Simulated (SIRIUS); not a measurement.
# CuI (Marshite) under changes of volume

One of the cells (27.859 Å³/atom); the others are scaled copies at fixed shape and fractional positions:

```
I Cu
1.0
     0.00000    3.03150    3.03150
     3.03150    0.00000    3.03150
     3.03150    3.03150    0.00000
I Cu
1 1
Cartesian
  0.0000 0.0000 0.0000
  4.5473 4.5473 4.5473
```

- Program: SIRIUS 7.12.0
- Functional: PBEsol
- Potentials or basis: all-electron FP-LAPW (no relativity for the valence)
- Cutoff: 195 eV
- Basis: apw+lo standard
- k mesh: 8 × 8 × 8
- Occupations: gaussian, width 0.05 eV
- Spin: no spin polarisation

| volume (Å³/atom) | energy over the lowest point (meV/atom) | gap on the mesh (eV) |
| --- | --- | --- |
| 26.188 | 2.57 | 2.23 |
| 26.745 | 0.00 | 2.16 |
| 27.302 | 0.99 | 2.08 |
| 27.859 | ? | ? |
| 28.417 | 11.72 | 1.95 |
| 28.974 | 20.85 | 1.89 |
| 29.531 | 32.09 | 1.83 |

What does the run at 27.859 Å³/atom give?

Energy over the lowest point 4.99 meV/atom; gap on the mesh 2.01 eV.

Worked out: A Birch-Murnaghan fit of order 3 (a polynomial in V^(-2/3)) to the other rows has its minimum at 26.86 Å³/atom with B0 = V·E''(V) = 47 GPa and B' = 5.0. It gives 4.98 meV/atom at 27.859 Å³/atom, against the run's 4.99. A straight line through the other rows of the gap, of slope -3.34 eV per unit of ln V (its deformation potential), gives 2.02 eV, against the run's 2.01.

Energies are extrapolated to zero smearing.

Caveats: relativity is left out for the valence states, which matters for the heavier elements; spin-orbit coupling is left out, which moves the levels of the heavy elements.
